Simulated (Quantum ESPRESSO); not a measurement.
# Hf (Im-3m) in Quantum ESPRESSO: a series of runs

Runs on Hf. Level: LDA. Tasks: phonons.

All numbers are computed with Quantum ESPRESSO 7.5; they aren't measurements. Logs are shortened: lines on timing, memory, paths and dates and some standing lists are left out, and cuts for length are marked.

## (1) The structure

The structure is cubic, space group Im-3m (No. 229). The conventional cell has a = 3.610 Å, b = 3.610 Å, c = 3.610 Å, α = 90.00°, β = 90.00°, γ = 90.00°. Around Hf (site symmetry m-3m) lie 8 Hf at 3.13 Å.

This isn't the form of Hf at room conditions, which is hcp.

## (2) Phonons, LDA, target pressure -3 GPa, at which the enthalpy is minimised

The input, pw.in:

```
&CONTROL
  calculation = 'scf'
  prefix = 'pwscf'
  outdir = './tmp'
  pseudo_dir = './pseudo'
  tprnfor = .true.
  tstress = .true.
  disk_io = 'low'
/
&SYSTEM
  ibrav = 0
  nat = 1
  ntyp = 1
  ecutwfc = 45
  ecutrho = 360
  nbnd = 12
  occupations = 'smearing'
  smearing = 'mv'
  degauss = 0.01469973
/
&ELECTRONS
  conv_thr = 2d-10
  electron_maxstep = 120
  mixing_beta = 0.5
/
ATOMIC_SPECIES
Hf   178.4900 hf_lda_v1.uspp.F.UPF
CELL_PARAMETERS angstrom
  -1.8050000000    1.8050000000    1.8050000000
   1.8050000000   -1.8050000000    1.8050000000
   1.8050000000    1.8050000000   -1.8050000000
ATOMIC_POSITIONS angstrom
Hf     0.0000000000    0.0000000000    0.0000000000
K_POINTS automatic
10 10 10 0 0 0
```

The input, relax.in:

```
&CONTROL
  calculation = 'vc-relax'
  prefix = 'pwscf'
  outdir = './tmp'
  pseudo_dir = './pseudo'
  tprnfor = .true.
  tstress = .true.
  disk_io = 'low'
  nstep = 40
  forc_conv_thr = 0.0001
  etot_conv_thr = 1d-06
/
&SYSTEM
  ibrav = 0
  nat = 1
  ntyp = 1
  ecutwfc = 45
  ecutrho = 360
  nbnd = 12
  occupations = 'smearing'
  smearing = 'mv'
  degauss = 0.01469973
/
&ELECTRONS
  conv_thr = 2d-10
  electron_maxstep = 120
  mixing_beta = 0.5
/
&IONS
  ion_dynamics = 'bfgs'
/
&CELL
  cell_dynamics = 'bfgs'
  press = -30
  press_conv_thr = 0.2
/
ATOMIC_SPECIES
Hf   178.4900 hf_lda_v1.uspp.F.UPF
CELL_PARAMETERS angstrom
  -1.8050000000    1.8050000000    1.8050000000
   1.8050000000   -1.8050000000    1.8050000000
   1.8050000000    1.8050000000   -1.8050000000
ATOMIC_POSITIONS angstrom
Hf     0.0000000000    0.0000000000    0.0000000000
K_POINTS automatic
10 10 10 0 0 0
```

The input, scf2.in:

```
&CONTROL
  calculation = 'scf'
  prefix = 'pwscf'
  outdir = './tmp'
  pseudo_dir = './pseudo'
  tprnfor = .true.
  tstress = .true.
  disk_io = 'low'
/
&SYSTEM
  ibrav = 0
  nat = 1
  ntyp = 1
  ecutwfc = 45
  ecutrho = 360
  nbnd = 12
  occupations = 'smearing'
  smearing = 'mv'
  degauss = 0.01469973
/
&ELECTRONS
  conv_thr = 1d-13
  electron_maxstep = 120
  mixing_beta = 0.5
  startingpot = 'file'
  startingwfc = 'file'
/
ATOMIC_SPECIES
Hf   178.4900 hf_lda_v1.uspp.F.UPF
CELL_PARAMETERS angstrom
  -1.7390793052    1.7390793052    1.7390793052
   1.7390793052   -1.7390793052    1.7390793052
   1.7390793052    1.7390793052   -1.7390793052
ATOMIC_POSITIONS angstrom
Hf     0.0000000000    0.0000000000    0.0000000000
K_POINTS automatic
10 10 10 0 0 0
```

The input, ph.in:

```
phonons of Hf
&INPUTPH
  prefix = 'pwscf'
  outdir = './tmp'
  tr2_ph = 1d-18
  fildyn = 'dyn'
  niter_ph = 90
  alpha_mix(1) = 0.4
/
0.4330127019 0.4330127019 -0.0000000000
```

Potentials or basis: GBRV 1.5 LDA.

Run with:

```bash
OMP_NUM_THREADS=1 pw.x -in pw.in > pw.out
OMP_NUM_THREADS=1 pw.x -in relax.in > relax.out
OMP_NUM_THREADS=1 pw.x -in scf2.in > scf2.out
OMP_NUM_THREADS=1 ph.x -in ph.in > ph.out
```

pw.out:

```text
This program is part of the open-source Quantum ESPRESSO suite
     for quantum simulation of materials; please cite
[... 9 lines left out ...]
     --------------------
     sticks:   dense  smooth     PW     G-vecs:    dense   smooth      PW
     Sum         941     471    173                18245     6531    1505

     Using Slab Decomposition

     bravais-lattice index     =            0
     lattice parameter (alat)  =       5.9079  a.u.
     unit-cell volume          =     158.7407 (a.u.)^3
     number of atoms/cell      =            1
     number of atomic types    =            1
     number of electrons       =        12.00
     number of Kohn-Sham states=           12
     kinetic-energy cutoff     =      45.0000  Ry
     charge density cutoff     =     360.0000  Ry
     scf convergence threshold =      2.0E-10
     mixing beta               =       0.5000
     number of iterations used =            8  plain     mixing
     Exchange-correlation= SLA  PZ   NOGX NOGC
                           (   1   1   0   0   0   0   0)

     celldm(1)=   5.907948  celldm(2)=   0.000000  celldm(3)=   0.000000
     celldm(4)=   0.000000  celldm(5)=   0.000000  celldm(6)=   0.000000

     crystal axes: (cart. coord. in units of alat)
               a(1) = (  -0.577350   0.577350   0.577350 )
               a(2) = (   0.577350  -0.577350   0.577350 )
               a(3) = (   0.577350   0.577350  -0.577350 )

     reciprocal axes: (cart. coord. in units 2 pi/alat)
               b(1) = ( -0.000000  0.866025  0.866025 )
               b(2) = (  0.866025 -0.000000  0.866025 )
               b(3) = (  0.866025  0.866025  0.000000 )

     PseudoPot. # 1 for Hf read from file:
     hf_lda_v1.uspp.F.UPF
     Pseudo is Ultrasoft + core correction, Zval = 12.0
     Generated by new atomic code, or converted to UPF format
     Using radial grid of  921 points,  8 beta functions with:
                l(1) =   0
                l(2) =   0
                l(3) =   0
                l(4) =   1
                l(5) =   1
                l(6) =   2
                l(7) =   2
                l(8) =   3
     Q(r) pseudized with  6 coefficients,  rinner =    1.200   1.200   1.200
                                                       1.200   1.200   1.200
                                                       1.200

     atomic species   valence    mass     pseudopotential
     Hf               12.00   178.49000     Hf( 1.00)

     48 Sym. Ops., with inversion, found

   Cartesian axes

     site n.     atom                  positions (alat units)
         1        Hf     tau(   1) = (   0.0000000   0.0000000   0.0000000  )

     number of k points=    47  Marzari-Vanderbilt smearing, width (Ry)=  0.0147
                       cart. coord. in units 2pi/alat
        k(    1) = (   0.0000000   0.0000000   0.0000000), wk =   0.0020000
        k(    2) = (   0.0866025   0.0866025   0.0000000), wk =   0.0240000
        k(    3) = (   0.1732051   0.1732051   0.0000000), wk =   0.0240000
        k(    4) = (   0.2598076   0.2598076   0.0000000), wk =   0.0240000
        k(    5) = (   0.3464102   0.3464102   0.0000000), wk =   0.0240000
        k(    6) = (  -0.4330127  -0.4330127   0.0000000), wk =   0.0120000
[... 39 lines left out ...]
        k(   46) = (  -0.8660254  -0.0866025  -0.0866025), wk =   0.0240000
        k(   47) = (  -0.8660254  -0.8660254  -0.8660254), wk =   0.0020000

     Dense  grid:    18245 G-vectors     FFT dimensions: (  36,  36,  36)

     Smooth grid:     6531 G-vectors     FFT dimensions: (  25,  25,  25)

     Initial potential from superposition of free atoms

     starting charge      10.0000, renormalised to      12.0000

     negative rho (up, down):  1.291E-01 0.000E+00
     Starting wfcs are   13 randomized atomic wfcs

     Self-consistent Calculation

     iteration #  1     ecut=    45.00 Ry     beta= 0.50
     Davidson diagonalization with overlap
     ethr =  1.00E-02,  avg # of iterations =  3.6

     negative rho (up, down):  1.128E-01 0.000E+00

     total energy              =    -158.38190734 Ry
     estimated scf accuracy    <       2.49703089 Ry

     iteration #  2     ecut=    45.00 Ry     beta= 0.50
     Davidson diagonalization with overlap
     ethr =  1.00E-02,  avg # of iterations =  2.0

     negative rho (up, down):  1.110E-01 0.000E+00

     total energy              =    -158.51851245 Ry
     estimated scf accuracy    <       0.16545278 Ry

     iteration #  3     ecut=    45.00 Ry     beta= 0.50
     Davidson diagonalization with overlap
     ethr =  1.38E-03,  avg # of iterations =  2.1

     negative rho (up, down):  1.121E-01 0.000E+00

     total energy              =    -158.55798491 Ry
     estimated scf accuracy    <       0.00264983 Ry

     iteration #  4     ecut=    45.00 Ry     beta= 0.50
     Davidson diagonalization with overlap
     ethr =  2.21E-05,  avg # of iterations =  3.1
[... 28 lines left out ...]
     negative rho (up, down):  1.120E-01 0.000E+00

     total energy              =    -158.55852801 Ry
     estimated scf accuracy    <          9.2E-09 Ry

     iteration #  8     ecut=    45.00 Ry     beta= 0.50
     Davidson diagonalization with overlap
     ethr =  7.70E-11,  avg # of iterations =  2.1

     negative rho (up, down):  1.120E-01 0.000E+00

     total energy              =    -158.55852801 Ry
     estimated scf accuracy    <          5.8E-10 Ry

     iteration #  9     ecut=    45.00 Ry     beta= 0.50
     Davidson diagonalization with overlap
     ethr =  4.82E-12,  avg # of iterations =  1.8

     negative rho (up, down):  1.120E-01 0.000E+00

     End of self-consistent calculation

          k = 0.0000 0.0000 0.0000 (   791 PWs)   bands (ev):

   -48.3511 -16.6567 -16.6567 -16.6567   6.4258  14.6951  14.6951  14.6951
    17.3467  17.3467  26.3100  26.3100

          k = 0.0866 0.0866 0.0000 (   813 PWs)   bands (ev):

   -48.3460 -16.7277 -16.6793 -16.6570   6.7723  14.4643  14.5920  15.0364
    17.0195  17.3483  26.6073  26.9396

          k = 0.1732 0.1732 0.0000 (   818 PWs)   bands (ev):

   -48.3324 -16.9088 -16.7378 -16.6576   7.7211  13.9279  14.1216  16.0304
    16.7762  17.4090  26.7817  27.9800

          k = 0.2598 0.2598 0.0000 (   808 PWs)   bands (ev):

   -48.3156 -17.1248 -16.8090 -16.6582   8.9499  13.3628  13.6022  17.0103
    17.5706  17.6101  25.5494  25.8239

          k = 0.3464 0.3464 0.0000 (   806 PWs)   bands (ev):

   -48.3019 -17.2937 -16.8659 -16.6588   9.8225  12.9618  13.7956  17.2120
    17.9153  19.3653  23.5801  24.1413

          k =-0.4330-0.4330 0.0000 (   814 PWs)   bands (ev):

   -48.2967 -17.3571 -16.8875 -16.6591  10.0426  12.8190  14.2660  17.1311
    18.0849  20.3981  22.6846  23.5612

          k = 0.1732 0.0866 0.0866 (   811 PWs)   bands (ev):

   -48.3366 -16.8524 -16.7043 -16.6739   7.4251  14.1496  14.2062  15.7475
    16.6374  17.4970  27.1148  27.6941

          k = 0.2598 0.1732 0.0866 (   814 PWs)   bands (ev):

   -48.3214 -17.0385 -16.7747 -16.6814   8.5591  13.5720  13.6697  16.5964
    17.0630  17.7334  26.2372  27.3225

          k = 0.3464 0.2598 0.0866 (   806 PWs)   bands (ev):

   -48.3061 -17.2151 -16.8526 -16.6837   9.7173  13.1062  13.4112  16.9379
    17.9194  18.7772  24.1578  25.4224

          k = 0.4330 0.3464 0.0866 (   813 PWs)   bands (ev):

   -48.2967 -17.3210 -16.9014 -16.6849  10.2580  12.8712  13.8417  17.0484
    18.1310  20.3626  22.4936  24.2434

          k = 0.3464 0.1732 0.1732 (   821 PWs)   bands (ev):

   -48.3078 -17.1659 -16.8492 -16.7123   9.7408  13.0022  13.3805  16.6579
    17.9688  18.6588  24.4169  27.0860

          k = 0.4330 0.2598 0.1732 (   810 PWs)   bands (ev):
[... 39 lines left out ...]
          k = 0.3464 0.2598 0.2598 (   810 PWs)   bands (ev):

   -48.3011 -17.2171 -16.8722 -16.7671  10.7843  12.6917  12.8529  17.5594
    17.9670  20.4892  22.4391  25.8948

          k = 0.4330 0.3464 0.2598 (   806 PWs)   bands (ev):

   -48.2949 -17.2132 -16.9718 -16.7838  11.4744  12.6043  13.1188  17.7189
    18.1044  20.2723  22.0362  24.7811

          k = 0.0000-0.0866 0.2598 (   808 PWs)   bands (ev):

   -48.3276 -16.9090 -16.7615 -16.7133   8.0403  14.2003  14.2149  15.7422
    15.9191  17.9765  26.9382  28.2021

          k = 0.5196 0.3464 0.3464 (   814 PWs)   bands (ev):

   -48.2929 -17.1011 -17.1011 -16.8058  11.9394  12.8248  12.8248  18.0250
    18.0250  19.2075  23.5180  23.5180

          k =-0.0000-0.1732 0.3464 (   822 PWs)   bands (ev):

   -48.3112 -17.1151 -16.8339 -16.7115   9.2555  13.5062  13.6754  16.1031
    17.4538  18.0597  24.9606  27.2023

          k = 0.0866-0.0866 0.3464 (   814 PWs)   bands (ev):

   -48.3131 -17.0468 -16.8304 -16.7493   9.1123  13.5699  14.0868  15.5517
    16.9439  18.1430  25.3992  28.5330

          k = 0.0000-0.2598 0.4330 (   809 PWs)   bands (ev):

   -48.2978 -17.2771 -16.8916 -16.7092  10.1460  13.2945  13.4247  16.4698
    18.1969  19.2633  23.4802  25.3833

          k = 0.0866-0.1732 0.4330 (   805 PWs)   bands (ev):

   -48.2986 -17.1954 -16.9124 -16.7553  10.2565  12.9458  13.7828  16.0255
    17.8615  18.7949  24.0374  27.0647

          k =-0.8660-0.3464-0.3464 (   814 PWs)   bands (ev):

   -48.2927 -17.3379 -16.9135 -16.7083  10.3718  13.1581  13.7234  16.3411
    18.5961  20.3187  22.5675  24.8164

          k =-0.7794-0.2598-0.3464 (   806 PWs)   bands (ev):

   -48.2895 -17.2870 -16.9649 -16.7547  10.8468  13.0228  13.4568  16.1240
    18.4050  20.4708  22.3940  25.6701

          k =-0.6928-0.1732-0.3464 (   802 PWs)   bands (ev):

   -48.2883 -17.2306 -17.0243 -16.7707  11.2899  12.4675  13.5087  16.5616
    17.6532  20.6828  22.3635  25.7434

          k =-0.6928-0.2598-0.2598 (   806 PWs)   bands (ev):

   -48.2844 -17.2261 -17.0881 -16.7731  11.7449  12.6812  12.8664  16.8572
    18.0442  20.9665  22.1984  24.3755

          k = 0.3464 0.3464 0.3464 (   814 PWs)   bands (ev):

   -48.2958 -17.1828 -16.8909 -16.8909  12.0174  12.5693  12.5693  18.0655
    18.0655  19.9587  22.2751  25.0495

          k = 0.4330 0.4330 0.3464 (   802 PWs)   bands (ev):

   -48.2937 -17.1140 -16.9946 -16.8980  12.2937  12.5433  12.9252  18.0894
    18.2098  18.8280  23.2249  24.4897

          k = 0.0000 0.0000 0.3464 (   819 PWs)   bands (ev):

   -48.3152 -16.9427 -16.8232 -16.8232   8.9071  14.2368  14.6704  14.6704
    16.0145  18.2070  25.9232  29.4610

          k =-0.0000-0.0866 0.4330 (   807 PWs)   bands (ev):

   -48.2997 -17.0922 -16.8982 -16.8451  10.0375  13.1603  14.5312  15.2503
    17.2387  17.9633  25.1226  28.6824

          k = 0.0000-0.1732 0.5196 (   805 PWs)   bands (ev):

   -48.2872 -17.2333 -16.9581 -16.8385  10.9195  12.6393  14.2562  15.4959
    18.3603  19.0179  23.8258  26.6952

          k = 0.0866-0.0866 0.5196 (   803 PWs)   bands (ev):

   -48.2863 -17.1739 -16.9898 -16.8760  11.0049  12.4397  14.5224  15.7868
    17.5085  18.7490  24.5305  26.8914

          k =-0.8660-0.2598-0.2598 (   802 PWs)   bands (ev):

   -48.2824 -17.2873 -16.9808 -16.8348  11.1369  12.6961  14.1467  15.2393
    19.4487  20.1178  22.2794  25.3497

          k =-0.7794-0.1732-0.2598 (   804 PWs)   bands (ev):

   -48.2780 -17.2327 -17.0561 -16.8748  11.5632  12.1825  14.0091  16.1541
    18.3746  20.6176  22.3761  24.8861

          k =-0.6928-0.1732-0.1732 (   802 PWs)   bands (ev):

   -48.2744 -17.1685 -17.1685 -16.8772  11.9708  11.9708  13.5021  17.6820
    17.6820  21.0853  22.8861  22.8861

          k =-0.0000-0.0000 0.5196 (   799 PWs)   bands (ev):

   -48.2855 -17.0929 -16.9765 -16.9765  10.8883  12.4585  15.4690  15.4690
    17.4509  17.4574  26.0730  27.2935

          k = 0.0000-0.0866 0.6062 (   803 PWs)   bands (ev):

   -48.2740 -17.1795 -17.0390 -16.9932  11.3988  11.8617  15.7127  15.7129
    18.1974  18.7878  24.2084  25.1920

          k =-0.8660-0.1732-0.1732 (   806 PWs)   bands (ev):

   -48.2696 -17.2241 -17.0626 -16.9872  11.4497  11.7598  15.5308  15.7004
    19.8814  19.9738  21.8903  23.8884

          k =-0.7794-0.0866-0.1732 (   807 PWs)   bands (ev):

   -48.2663 -17.1859 -17.1215 -17.0083  11.4689  11.4825  15.3842  17.3385
    18.4627  20.5451  22.2227  23.2577

          k = 0.0000 0.0000 0.6928 (   820 PWs)   bands (ev):

   -48.2633 -17.1473 -17.1035 -17.1035  11.2577  11.3105  17.2033  17.2033
    18.3246  18.9389  23.3527  23.3527

          k =-0.8660-0.0866-0.0866 (   820 PWs)   bands (ev):

   -48.2592 -17.1724 -17.1278 -17.1074  11.1085  11.1353  17.4858  17.6736
    19.6989  20.1252  21.3240  22.0419

          k =-0.8660-0.8660-0.8660 (   856 PWs)   bands (ev):

   -48.2552 -17.1527 -17.1527 -17.1527  10.9175  10.9175  19.6309  19.6309
    19.6309  20.1363  20.1363  20.1363

     the Fermi energy is    13.2699 ev

!    total energy              =    -158.55852801 Ry
     estimated scf accuracy    <          4.8E-11 Ry
     smearing contrib. (-TS)   =       0.00038861 Ry
     internal energy E=F+TS    =    -158.55891662 Ry

     The total energy is F=E-TS. E is the sum of the following terms:
     one-electron contribution =     -20.81960699 Ry
     hartree contribution      =      14.28411641 Ry
     xc contribution           =     -75.20483475 Ry
     ewald contribution        =     -76.81859129 Ry

     convergence has been achieved in   9 iterations

     negative rho (up, down):  1.120E-01 0.000E+00

     Forces acting on atoms (cartesian axes, Ry/au):

     atom    1 type  1   force =     0.00000000    0.00000000    0.00000000

     Total force =     0.000000     Total SCF correction =     0.000000

     Computing stress (Cartesian axis) and pressure

     negative rho (up, down):  1.120E-01 0.000E+00
          total   stress  (Ry/bohr**3)                   (kbar)     P=     -126.90
  -0.00086266  -0.00000000  -0.00000000         -126.90       -0.00       -0.00
  -0.00000000  -0.00086266  -0.00000000           -0.00     -126.90       -0.00
  -0.00000000  -0.00000000  -0.00086266           -0.00       -0.00     -126.90

=------------------------------------------------------------------------------=
   JOB DONE.
=------------------------------------------------------------------------------=
```

Run time: 3.6 min. Hardware: 1 thread of AMD EPYC 7R43 (Zen 3), shared host; peak memory 0.17 GiB.

Results:

* Free energy: -2157.4233 eV
* Relaxed volume: 21.04 Å³/atom
* Relaxed cell: a = 3.012 Å, b = 3.012 Å, c = 3.012 Å, α = 109.47°, β = 109.47°, γ = 109.47°
* Space group after relaxing (to 0.05 Å): Im-3m (No. 229)
* Pressure after relaxing: -3.2 GPa
* Band gap on the k mesh: none (metal or under the smearing width)
* Highest phonon frequency at the q point run: 101 cm⁻¹
* Most unstable mode: 79i cm⁻¹

The path:
| step | energy change (eV) | largest force (eV/Å) | pressure (GPa) | volume (Å³) |
| --- | --- | --- | --- | --- |
| 1 | 0.0000 | 0.0000 | -12.69 | 23.52 |
| 2 | -0.0773 | 0.0000 | -8.86 | 22.38 |
| 3 | -0.1312 | 0.0000 | -1.93 | 20.83 |
| 4 | -0.1276 | 0.0000 | -3.09 | 21.06 |
| 5 | -0.1280 | 0.0000 | -3.00 | 21.04 |

Final structure:
```
CELL_PARAMETERS angstrom
-1.73908 1.73908 1.73908
1.73908 -1.73908 1.73908
1.73908 1.73908 -1.73908
ATOMIC_POSITIONS crystal
Hf 0.00000 0.00000 0.00000
```

Phonon frequencies in cm⁻¹ (negative: imaginary):
```csv
q point,frequencies
"(0.000, 0.000, 0.500)",-79 86 101
```

Phonon modes at q = (0.000, 0.000, 0.500) in reciprocal lattice units:
| mode | symmetry | cm⁻¹ |
| --- | --- | --- |
| 1 | B_2u | -79 |
| 2 | B_1u | 86 |
| 3 | B_3u | 101 |

Caveat: some modes are imaginary; the cell is more than 3 GPa from zero pressure, which shifts response properties. Spin-orbit coupling is left out, which matters for the levels of Hf.

(Continued in part 2 of 2.)
